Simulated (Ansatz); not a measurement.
# Os: changing the dispersion correction

The cell as given:

```xyz
2
Lattice="2.7341 0.0000 0.0000 -1.3671 2.3678 0.0000 0.0000 0.0000 4.3197" Properties=species:S:1:pos:R:3 pbc="T T T"
Os    1.3671    0.7893    3.2398
Os    0.0000    1.5785    1.0799
```

Kept alike: task relaxation of cell and atoms; functional PBEsol; k mesh 11 × 11 × 6; occupations fermi-dirac, width 0.05 eV; no spin polarisation. Program: Ansatz, Ansatz PAW, cutoff 420 eV. The mesh is that of the run's cell of 2 atoms. No spin-orbit coupling.

```csv
dispersion correction,volume (Å³/atom),first edge of the run's cell (Å),third edge of the run's cell (Å)
D3(BJ),13.647,2.711,4.288
D3(BJ)-ATM,13.702,2.715,4.294
D4,13.759,2.719,4.299
none,13.895,2.728,4.312
```

The relaxations keep at least the cell's symmetry (P6_3/mmc). For a metal such a mesh leaves the last digits unconverged. Relaxations stop with a little pressure left, so the last digits of a volume or edge aren't settled. All rows use potentials made for PBE.

Problem. What does the dispersion correction change here?

Solution. The volume runs from 13.647 (D3(BJ)) to 13.895 Å³/atom (none). Against no correction: D3(BJ) -1.8 %; D3(BJ)-ATM -1.4 %; D4 -1.0 %. Dispersion terms mostly attract and so lower the volume; the schemes' coefficients and damping set how far. The first edge of the run's cell runs from 2.711 (D3(BJ)) to 2.728 Å (none). The third edge of the run's cell runs from 4.288 (D3(BJ)) to 4.312 Å (none).
